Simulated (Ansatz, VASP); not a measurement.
# SiC in VASP and in Ansatz

File INCAR:

```
  PREC = Accurate
  ENCUT = 520
  EDIFF = 1E-7
  ISMEAR = 0
  SIGMA = 0.05
  LREAL = F
  LASPH = T
  NELM = 60
  ALGO = Normal
  ISIF = 2
  LWAVE = F
  LCHARG = F
  GGA = PE
  NBANDS = 11
```

Contents of KPOINTS:

```
Automatic mesh
0
Gamma
  12 12 12
```

Contents of POSCAR:

```
SiC
1.0
    0.0000000000      2.0541245070      2.0541245070
    2.0541245070      0.0000000000      2.0541245070
    2.1447798685      2.1447798685     -0.0906553616
Si C
1 1
Direct
    0.0000000000      0.0000000000      0.0000000000
    0.7500000000      0.7500000000      0.7500000000
```

Input for Ansatz:

```yaml
crystal:
  lattice:
    - [0.0, 2.054124507, 2.054124507]
    - [2.054124507, 0.0, 2.054124507]
    - [2.1447798685, 2.1447798685, -0.0906553616]
  atoms:
    - { symbol: Si, position: [0.0, 0.0, 0.0] }
    - { symbol: C, position: [0.75, 0.75, 0.75] }
basis:
  ecutwfc: 520.0
kpoints:
  mp_grid: { grid: [12, 12, 12] }
hamiltonian:
  xc: pbe
scf:
  occupations: { method: gaussian, width: 0.05 }
output:
  forces: true
  stress: true
  eigenvalues: true
  write_density: true
  write_potential: true
  elf: true
  volumetric_format: npy
```

Alike in both runs: task single point; functional PBE; k mesh 12 × 12 × 12; occupations gaussian, width 0.05 eV; no spin polarisation.

|  | VASP | Ansatz |
| --- | --- | --- |
| version | VASP 6.6.1 | Ansatz 0.2.0 |
| potentials or method | VASP PAW PBE potentials, release 64 (Si, C) | scalar-relativistic, plane waves, PAW |
| plane-wave cutoff (eV) | 520 | 520 |
| valence electrons in the cell | 8 | 8 |

VASP gave:

| Quantity | Value |
| --- | --- |
| gap on the k mesh at the Fermi level (eV) | 1.00 |
| least direct gap on the mesh (eV) | 4.20 |
| rms of the force components (eV/Å) | 0.515 |

**Question.** Estimate Ansatz's values.

**Answer.** gap on the k mesh at the Fermi level (eV): 1.01; least direct gap on the mesh (eV): 4.21; rms of the force components (eV/Å): 0.517.

Atom by atom the forces differ by 0.002 eV/Å (rms over components).

 A k mesh can miss the band edges.
